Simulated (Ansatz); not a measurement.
**MgTe: strain energy, fitted**

MgTe, P6_3mc, a = 4.610 Å, c = 7.496 Å. Ansatz: PBE, PAW, 420 eV, Γ-centred 6×6×4 mesh on 4 atoms, Gaussian smearing 0.02 eV; no spin polarisation. Series: equal strain along all axes, cell held, atoms relaxed; x is the strain in per cent. y is the free energy over the unstrained cell, V0 = 34.494 Å³/atom.

| x (%) | y (meV/atom) |
| --- | --- |
| -6.0 | ? |
| -4.0 | 59.58 |
| -2.0 | 13.91 |
| 0.0 | 0.00 |
| 2.0 | 12.41 |
| 4.0 | 46.54 |
| 6.0 | 98.46 |

Question: Fit y = c2 x² + c3 x³ to the other rows, turn c2 into a modulus, and predict the missing energy.

Answer: Least squares on the rows shown. y = 3.3229 x² − 0.098549 x³. In eV per unit strain² c2 is 33.23; the stiffness is B for this strain (E = 9/2 B V0 ε², shape held): 2 × 33.23 × 160.2 / (9 × 34.494) = 34 GPa. At x = -6.0 the fit asked for gives 140.91 meV/atom. The run gave 143.41 meV/atom, so the fit is 2.50 meV/atom too low, 1.7 % of the span of the series, against an rms of 0.18 meV/atom on the fitted rows. The row lies outside the fitted range. With a term in x⁴ added, a fit to the same known rows predicts 142.46 meV/atom, so most of the miss is curvature that the known rows already hold.